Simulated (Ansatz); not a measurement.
Computed with DFT PBE, scalar-relativistic, plane waves, PAW (Ansatz). Settings: cutoff 420 eV, Γ-centred meshes spaced at most about 0.3 Å⁻¹, and about 0.25 Å⁻¹ or finer for metals (2π included), Gaussian smearing. No spin polarisation.

All energies are static (0 K, no zero-point motion).

Task: Order these relaxed structures of Cd3In3O2 by energy, lowest first, with the energy over the lowest of them.
A.

```xyz
8
Lattice="4.0308 0.0000 0.0000 0.0000 4.0308 0.0000 0.0000 0.0000 11.0036" Properties=species:S:1:pos:R:3 pbc="T T T"
Cd    2.0154    0.0000    2.9449
Cd    2.0154    2.0154    5.5018
Cd    0.0000    2.0154    8.0586
In    2.0154    0.0000    9.9821
In    0.0000    2.0154    1.0215
In    0.0000    0.0000    5.5018
O     0.0000    0.0000    0.0000
O     2.0154    2.0154    0.0000
```

B.

```xyz
8
Lattice="3.3423 0.0000 0.0000 -1.6712 2.8945 0.0000 0.0000 0.0000 17.1418" Properties=species:S:1:pos:R:3 pbc="T T T"
Cd    0.0000    1.9297    3.3253
Cd    1.6712    0.9648   13.8165
Cd    0.0000    0.0000    8.5709
In    0.0000    0.0000    0.0000
In    0.0000    1.9297   11.2487
In    1.6712    0.9648    5.8931
O     0.0000    1.9297    1.0984
O     1.6712    0.9648   16.0434
```

C.

```xyz
8
Lattice="3.3759 0.0000 0.0000 -1.6880 2.9236 0.0000 0.0000 0.0000 16.4119" Properties=species:S:1:pos:R:3 pbc="T T T"
Cd    0.0000    0.0000    0.0000
Cd    0.0000    1.9491    2.7836
Cd    1.6880    0.9745   13.6284
In    0.0000    1.9491   11.0401
In    0.0000    0.0000    8.2060
In    1.6880    0.9745    5.3718
O     0.0000    1.9491   15.0275
O     1.6880    0.9745    1.3845
```

Result: B (0 meV/atom), C (121 meV/atom), A (180 meV/atom). Forms: B P-3m1; C P-3m1; A P-4m2. Counting Cd or In atoms around O (for each partner element, those within 1.25 times its shortest distance or 1.15 times the sum of covalent radii, where it is the nearest in units of that sum or under 1.3): B has O 4; C has O 6; A has O 4. All come from invented guesses.

In P-3m1 at 20.7 Å³/atom, P-3m1 at 20.2 Å³/atom, P-4m2 an odd number of electrons in the primitive cell allows no gap without spin; a larger cell or a magnetic state could open one. Cells relaxed within their symmetry can be saddle points. Some types were kept out of the candidates beforehand, so the set may lack a known form.
